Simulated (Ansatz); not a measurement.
Reaction (isomerisation): `C1=CCCC=C1` → `C=C1CCC1=C`

Computed with Ansatz on PBE0-D4/def2-TZVP structures; ΔE is electronic, products minus reactants. CCSD(T)/CBS is the MP2 limit (def2-TZVPP, def2-QZVPP) plus CCSD(T) − MP2 in def2-TZVPP, frozen cores. DFT in def2-TZVPP. B3LYP here is the variant with VWN-RPA as its local correlation; programs differ in this.

`C1=CCCC=C1`:

```xyz
14

C    -1.439    0.561    0.184
C    -1.231   -0.647   -0.346
C     0.156   -1.083   -0.707
C     1.195   -0.469    0.222
C     0.933    0.989    0.453
C    -0.318    1.456    0.446
H    -2.444    0.902    0.405
H    -2.066   -1.299   -0.579
H     0.237   -2.173   -0.696
H     0.358   -0.773   -1.744
H     2.200   -0.625   -0.178
H     1.171   -0.983    1.196
H     1.766    1.643    0.687
H    -0.519    2.500    0.657
```

`C=C1CCC1=C`:

Z-matrix (Å, degrees):
```
C
C 1 1.518
C 1 1.554 2 88.5
H 1 1.092 2 114.6 3 -116.7
H 1 1.092 2 114.6 3 116.8
C 2 1.327 1 134.0 3 -179.9
C 2 1.475 1 91.5 3 0.1
H 3 1.092 1 114.8 2 -116.6
H 3 1.092 1 114.8 2 116.5
H 6 1.085 2 121.3 1 180.0
H 6 1.084 2 121.4 1 -0.0
C 7 1.327 2 134.5 1 179.9
H 12 1.084 7 121.4 2 -180.0
H 12 1.085 7 121.3 2 0.0
```

CCSD(T)/CBS gives +26.3 kcal/mol.

(1) Another level gave +25.0 kcal/mol. Which?
A. RPA@PBE/def2-TZVPP
B. BLYP/def2-TZVPP
C. LDA (SPW92)/def2-TZVPP
D. B3LYP/def2-TZVPP

Largest T1 diagnostic among the species: 0.011.

## Answers

(1) A. RPA@PBE/def2-TZVPP 25.0, BLYP 21.6, LDA (SPW92) 26.6, B3LYP 23.5 kcal/mol.

From PBE to PBE0 (25 % exact exchange), in def2-TZVPP and without D4, ΔE moves by +1.9 kcal/mol. The D4 term adds +0.9 kcal/mol with B3LYP and +0.4 kcal/mol with PBE0; it sums over pairs of atoms, weighted by their polarisabilities, and B3LYP, whose exchange is more repulsive, gets the larger term. Leaving LDA and LC-ωPBE aside and taking each functional with its dispersion term where it has one, the values, not all of them listed here, spread over 3.6 kcal/mol, from BLYP-D4 to PBE-QIDH. LDA lies +4.0 kcal/mol from PBE without D4.

CCSD(T)/CBS has its own doubt, a few kJ/mol and more with outer-core shells, so smaller differences from it don't rank the levels.
